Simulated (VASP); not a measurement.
# Ag (Pm-3m) in VASP: further runs

Aim: see how the results for Ag move with the level of theory and the settings. Levels: HSE06, PBE. Tasks: single point.

All numbers are computed with VASP 6.6.1; they aren't measurements. Logs are shortened: lines on timing, memory, paths and dates and some standing lists are left out, and cuts for length are marked.

**1. The crystal as given**

It takes space group Pm-3m (No. 221, cubic). Conventional cell: a = 2.752 Å, b = 2.752 Å, c = 2.752 Å, α = 90.00°, β = 90.00°, γ = 90.00°. Around Ag (site symmetry m-3m) lie 6 Ag at 2.75 Å.

This isn't the form of Ag at room conditions, which is fcc.

**2. Single point, HSE06**

Contents of POSCAR:

```
Ag
1.0
    2.7521713452      0.0000000000      0.0000000000
    0.0000000000      2.7521713452      0.0000000000
    0.0000000000      0.0000000000      2.7521713452
Ag
1
Direct
    0.0000000000      0.0000000000      0.0000000000
```

Contents of INCAR.step1:

```
SYSTEM = Ag
PREC = Accurate ; ENCUT = 520
EDIFF = 1E-5 ; ISMEAR = -1
SIGMA = 0.1 ; LREAL = .False.
LASPH = .True. ; NELM = 100
ALGO = Normal ; ISIF = 2
LWAVE = .True. ; NBANDS = 12
GGA = PE
```

Contents of INCAR.step2:

```
SYSTEM = Ag
PREC = Accurate ; ENCUT = 520
EDIFF = 1E-7 ; ISMEAR = -1
SIGMA = 0.1 ; LREAL = .False.
LASPH = .True. ; NELM = 100
ALGO = Normal ; ISIF = 2
LWAVE = .False. ; LCHARG = .True.
GGA = PE ; LHFCALC = .True.
HFSCREEN = 0.2079 ; PRECFOCK = Normal
LELF = .True. ; LVHAR = .True.
NBANDS = 12 ; ISTART = 1
```

Contents of KPOINTS:

```
regular mesh
0
Gamma
  6 6 6
  0 0 0
```

Potentials or basis: VASP PAW PBE potentials, release 64 (Ag).

Started as:

```
$ cat potpaw_PBE.64/Ag/POTCAR > POTCAR
$ cp INCAR.step1 INCAR
$ mpirun -np 1 vasp_std > vasp.out
$ cp INCAR.step2 INCAR
$ mpirun -np 1 vasp_std > vasp.out
```

OUTCAR:

```text
SYSTEM = Ag
   PREC = Accurate
   ENCUT = 520
   EDIFF = 1E-7
   ISMEAR = -1
   LREAL = .False.
   LASPH = .True.
   NELM = 100
   ISIF = 2
   GGA = PE
   LHFCALC = .True.
   HFSCREEN = 0.2079
   PRECFOCK = Normal
   ISTART = 1

 ion  position               nearest neighbor table
   1  0.000  0.000  0.000-

  LATTYP: Found a simple cubic cell.
 ALAT       =     2.7521713452

  Lattice vectors:

 A1 = (   2.7521713452,   0.0000000000,   0.0000000000)
 A2 = (   0.0000000000,   2.7521713452,   0.0000000000)
 A3 = (   0.0000000000,   0.0000000000,   2.7521713452)

Analysis of symmetry for initial positions (statically):
=====================================================================
 Subroutine PRICEL returns:
 Original cell was already a primitive cell.

 Routine SETGRP: Setting up the symmetry group for a
 simple cubic supercell.

 Subroutine GETGRP returns: Found 48 space group operations
 (whereof 48 operations were pure point group operations)
 out of a pool of 48 trial point group operations.

The static configuration has the point symmetry O_h .

Analysis of symmetry for dynamics (positions and initial velocities):
=====================================================================
 Subroutine PRICEL returns:
 Original cell was already a primitive cell.

 Routine SETGRP: Setting up the symmetry group for a
 simple cubic supercell.

 Subroutine GETGRP returns: Found 48 space group operations
 (whereof 48 operations were pure point group operations)
 out of a pool of 48 trial point group operations.

The dynamic configuration has the point symmetry O_h .

 Subroutine INISYM returns: Found 48 space group operations
 (whereof 48 operations are pure point group operations),
 and found     1 'primitive' translations

----------------------------------------------------------------------------------------

                                     Primitive cell

  volume of cell :      20.8462

  direct lattice vectors                    reciprocal lattice vectors
     2.752171345  0.000000000  0.000000000     0.363349470  0.000000000  0.000000000
     0.000000000  2.752171345  0.000000000     0.000000000  0.363349470  0.000000000
     0.000000000  0.000000000  2.752171345     0.000000000  0.000000000  0.363349470

  length of vectors
     2.752171345  2.752171345  2.752171345     0.363349470  0.363349470  0.363349470

  position of ions in fractional coordinates (direct lattice)
     0.000000000  0.000000000  0.000000000

  ion indices of the primitive-cell ions
   primitive index   ion index
                 1           1

----------------------------------------------------------------------------------------

 KPOINTS: regular mesh

Automatic generation of k-mesh.
 Grid dimensions read from file:
 generate k-points for:    6    6    6

 Generating k-lattice:

  Cartesian coordinates                     Fractional coordinates (reciprocal lattice)
     0.060558245  0.000000000  0.000000000     0.166666667  0.000000000  0.000000000
     0.000000000  0.060558245  0.000000000     0.000000000  0.166666667  0.000000000
     0.000000000  0.000000000  0.060558245     0.000000000  0.000000000  0.166666667

  Length of vectors
     0.060558245  0.060558245  0.060558245

  Shift w.r.t. Gamma in fractional coordinates (k-lattice)
     0.000000000  0.000000000  0.000000000

 Subroutine IBZKPT returns following result:
 ===========================================

 Found     20 irreducible k-points:

 Following reciprocal coordinates:
            Coordinates               Weight
  0.000000  0.000000  0.000000      1.000000
  0.166667  0.000000  0.000000      6.000000
  0.333333  0.000000  0.000000      6.000000
  0.500000  0.000000  0.000000      3.000000
  0.166667  0.166667  0.000000     12.000000
  0.333333  0.166667  0.000000     24.000000
[... 12 lines left out ...]
  0.500000  0.500000  0.333333      6.000000
  0.500000  0.500000  0.500000      1.000000
   k-points           NKPTS =     20   k-points in BZ     NKDIM =    216   number of bands    NBANDS=     12
   number of dos      NEDOS =    301   number of ions     NIONS =      1
   total plane-waves  NPLWV =   8000
   dimension x,y,z NGX =    20 NGY =   20 NGZ =   20
   dimension x,y,z NGXF=    40 NGYF=   40 NGZF=   40
   ions per type =               1
   NGX,Y,Z   is equivalent  to a cutoff of  12.08, 12.08, 12.08 a.u.
   NGXF,Y,Z  is equivalent  to a cutoff of  24.16, 24.16, 24.16 a.u.
 SYSTEM =  Ag
   PREC   = accura    normal or accurate (medium, high low for compatibility)
   ISTART =      1    job   : 0-new  1-cont  2-samecut
   ICHARG =      0    charge: 1-file 2-atom 10-const
   ISPIN  =      1    spin polarized calculation?
   LNONCOLLINEAR =      F non collinear calculations
   LSORBIT =      F    spin-orbit coupling
   LASPH  =      T    aspherical Exc in radial PAW
   ENCUT  =  520.0 eV  38.22 Ry    6.18 a.u.   5.12  5.12  5.12*2*pi/ulx,y,z
   NELM   =    100;   NELMIN=  2; NELMDL=  0     # of ELM steps
   EDIFF  = 0.1E-06   stopping-criterion for ELM
   LREAL  =      F    real-space projection
   EDIFFG = 0.1E-05   stopping-criterion for IOM
   NSW    =      0    number of steps for IOM
   IBRION =     -1    ionic relax: 0-MD 1-quasi-New 2-CG
   NFREE  =      0    steps in history (QN), initial steepest desc. (CG)
   ISIF   =      2    stress and relaxation
   ISYM   =      3    0-nonsym 1-usesym 2-fastsym
   POTIM  = 0.5000    time-step for ionic-motion
   TEBEG  =    0.0;   TEEND  =   0.0 temperature during run
   PSTRESS=    0.0 pullay stress
   NELECT =      11.0000    total number of electrons
   NUPDOWN=      -1.0000    fix difference up-down
   EMIN   =  10.00;   EMAX   =-10.00  energy-range for DOS
   EFERMI =   0.00;   METHOD = LEGACY
   ISMEAR =    -1;   SIGMA  =   0.10  broadening in eV -4-tet -1-fermi 0-gaus
   EFERMI_NEDOS =   21; number of points for ismear=-14 and -15
   IALGO  =     38    algorithm
   IMIX   =      1    mixing-type and parameters
     AMIX     =   0.40;   BMIX     =  1.00
     AMIX_MAG =   1.60;   BMIX_MAG =  1.00
  volume/ion in A,a.u.               =      20.85       140.68
  Fermi-wavevector in a.u.,A,eV,Ry     =   1.322910  2.499937 23.811427  1.750091
  Thomas-Fermi vector in A             =   2.452557
   LORBIT       =      0    0 simple, 1 ext, 2 COOP (PROOUT), +10 PAW based schemes
   GGA     = PE    functional components
   LHFCALC =     T    Hartree Fock is set to
   PRECFOCK=normal    Normal, Fast or Accurate (Low or Medium for compatibility)
   ENCUT4O =  -1.0   cutoff for four orbital integrals eV
   NKREDX  =     1    reduce k-point grid by
   NKREDY  =     1    reduce k-point grid by
   NKREDZ  =     1    reduce k-point grid by
   AEXX    =    0.2500 exact exchange contribution
   HFSCREEN=    0.2079 screening length (either q_TF or 0.3 A-1)
   HFSCREENC=   0.2079 screening length for correlation (either q_TF or 0.3 A-1)
   ENCUTFOCK=  -1.0 apply spherical cutoff to Coloumb kernel
   IVDW    =     0    specifies the selected vdW correction
   LEPSILON=     F    determine dielectric tensor
   LRPA    =     F    only Hartree local field effects (RPA)
 non-spin polarized calculation
  energy-cutoff  :      520.00
  volume of cell :       20.85
 maximum number of plane-waves:       587
  NGX = 16; NGY = 16; NGZ = 16

 number of electron      11.0000012 magnetization

 Free energy of the ion-electron system (eV)
  ---------------------------------------------------
  ext. energy  EPLUGINS =         0.00000000
  ---------------------------------------------------
  free energy    TOTEN  =        -2.50513459 eV

  energy without entropy =       -2.48914899  energy(sigma->0) =       -2.49714179

 E-fermi :   5.9042     XC(G=0):  -8.9942

 val. band max:        5.2464708162   @ k =   0.5000   0.0000   0.0000
 cond. band min:       5.9056977266   @ k =   0.3333   0.3333   0.1667
 fundamental gap:      0.6592269104
 Fermi energy:         5.9042268149

 k-point     1 :       0.0000    0.0000    0.0000
  band No.  band energies     occupation
      1      -1.3509      2.00000
      2      -1.2984      2.00000
      3      -1.2984      2.00000
      4       1.6949      2.00000
      5       1.6949      2.00000
      6       1.6949      2.00000
      7      20.6582      0.00000
      8      20.6582      0.00000
      9      20.6582      0.00000
     10      25.7342      0.00000
     11      25.7342      0.00000
     12      26.0749      0.00000

 k-point     2 :       0.1667    0.0000    0.0000
  band No.  band energies     occupation
      1      -1.2234      2.00000
      2      -1.1140      2.00000
      3      -0.4017      2.00000
      4       1.4339      2.00000
      5       1.4339      2.00000
      6       1.7169      2.00000
      7      16.5874      0.00000
      8      21.5841      0.00000
      9      21.5841      0.00000
     10      25.1946      0.00000
     11      25.9373      0.00000
     12      30.7259      0.00000

 k-point     3 :       0.3333    0.0000    0.0000
  band No.  band energies     occupation
      1      -1.0700      2.00000
      2      -0.6850      2.00000
      3       0.9502      2.00000
      4       0.9502      2.00000
      5       1.7611      2.00000
      6       2.2406      2.00000
      7      11.4182      0.00000
      8      23.9369      0.00000
      9      23.9369      0.00000
     10      24.1284      0.00000
     11      25.7770      0.00000
     12      32.0751      0.00000
[... 226 lines left out ...]
 k-point    19 :       0.5000    0.5000    0.3333
  band No.  band energies     occupation
      1      -0.9074      2.00000
      2      -0.4196      2.00000
      3      -0.4196      2.00000
      4       1.7960      2.00000
      5       2.6938      2.00000
      6      13.4680      0.00000
      7      13.4680      0.00000
      8      14.6685      0.00000
      9      16.1915      0.00000
     10      22.0781      0.00000
     11      22.6888      0.00000
     12      22.6888      0.00000

 k-point    20 :       0.5000    0.5000    0.5000
  band No.  band energies     occupation
      1      -0.7700      2.00000
      2      -0.7700      2.00000
      3      -0.7700      2.00000
      4       2.7026      2.00000
      5       2.7026      2.00000
      6      15.0818      0.00000
      7      15.0818      0.00000
      8      15.0818      0.00000
      9      16.4657      0.00000
     10      20.6892      0.00000
     11      20.6892      0.00000
     12      20.6892      0.00000

------------------------ aborting loop because EDIFF is reached ----------------------------------------

  FORCE on cell =-STRESS in cart. coord.  units (eV):
  Direction    XX          YY          ZZ          XY          YZ          ZX
  --------------------------------------------------------------------------------------
  -------------------------------------------------------------------------------------
  Total       -0.0467882     -0.0467882     -0.0467882     -0.0000000     -0.0000000     -0.0000000
  in kB       -3.5960061     -3.5960061     -3.5960061     -0.0000000     -0.0000000     -0.0000000
  external PRESSURE =      -3.5960061 kB  Pullay stress =       0.0000000 kB

 VOLUME and BASIS-vectors are now :
 -----------------------------------------------------------------------------
  energy-cutoff  :      520.00
  volume of cell :       20.85
      direct lattice vectors                 reciprocal lattice vectors
     2.752171345  0.000000000  0.000000000     0.363349470  0.000000000  0.000000000
     0.000000000  2.752171345  0.000000000     0.000000000  0.363349470  0.000000000
     0.000000000  0.000000000  2.752171345     0.000000000  0.000000000  0.363349470

 POSITION                                       TOTAL-FORCE (eV/Angst)
 -----------------------------------------------------------------------------------
      0.00000      0.00000      0.00000         0.000000      0.000000      0.000000
 -----------------------------------------------------------------------------------
    total drift:                                0.000122      0.000101      0.000117

  FREE ENERGIE OF THE ION-ELECTRON SYSTEM (eV)
  ---------------------------------------------------
  free  energy   TOTEN  =        -2.5051345899 eV

  energy  without entropy=       -2.4891489914  energy(sigma->0) =       -2.49714179
```

It took 4.6 min on 1 thread of Intel Xeon 6975P-C (Granite Rapids), shared host; peak memory 0.23 GiB.

Results:

```yaml
Free_energy: -2.5051 eV
Pressure: -0.4 GPa
Band_gap_on_the_k_mesh: none (metal or under the smearing width)
```

Levels at points of the mesh, in eV from the Fermi level:
```csv
k point,band 3,band 4,band 5,band 6,band 7,band 8
"(0.00, 0.00, 0.00)",-7.20,-4.21,-4.21,-4.21,14.75,14.75
"(0.50, 0.00, 0.00)",-5.18,-5.18,-4.12,-0.66,1.76,17.71
"(0.50, 0.50, 0.00)",-5.01,-5.01,-3.24,4.22,4.22,8.18
"(0.50, 0.50, 0.50)",-6.67,-3.20,-3.20,9.18,9.18,9.18
```

Caveat: the k mesh is coarse (spacing up to 0.38 Å⁻¹), so the values aren't converged, least of all with exact exchange; the PAW data sets were made with another functional, which shifts forces and pressure a little.

**3. Single point, PBE**

Contents of INCAR:

```
PREC = Accurate
ENCUT = 520
EDIFF = 1E-7
ISMEAR = -1
SIGMA = 0.1
LREAL = F
LASPH = T
NELM = 80
ALGO = Normal
ISIF = 2
LWAVE = F
LCHARG = F
GGA = PE
NBANDS = 12
```

Contents of KPOINTS:

```
Automatic mesh
0
Gamma
  6 6 6
```

POSCAR is that of step 2.

Potentials or basis: VASP PAW PBE potentials, release 64 (Ag).

Started as:

```
$ cat potpaw_PBE.64/Ag/POTCAR > POTCAR
$ mpirun -np 1 vasp_std > vasp.out
```

Run time: 3.6 s. Hardware: 1 thread of Intel Xeon 6975P-C (Granite Rapids), shared host; peak memory 0.12 GiB.

The run converged. Its results:

```
Free energy            : -2.4001 eV
Pressure               : -0.1 GPa
Band gap on the k mesh : none (metal or under the smearing width)
```

Levels at points of the mesh, in eV from the Fermi level:
```
           k point  band 2  band 3  band 4  band 5  band 6  band 7  band 8  band 9
(0.00, 0.00, 0.00)   -5.74   -5.74   -2.86   -2.86   -2.86   13.83   13.83   13.83
(0.50, 0.00, 0.00)   -5.16   -3.79   -3.79   -2.78   -0.53    1.56   16.91   18.71
(0.50, 0.50, 0.00)   -4.99   -3.63   -3.63   -2.11    3.79    3.79    7.25    9.39
(0.50, 0.50, 0.50)   -5.21   -5.21   -2.06   -2.06    8.34    8.34    8.34   10.13
```

Caveat: the k mesh is coarse (spacing up to 0.38 Å⁻¹), so the values aren't converged.
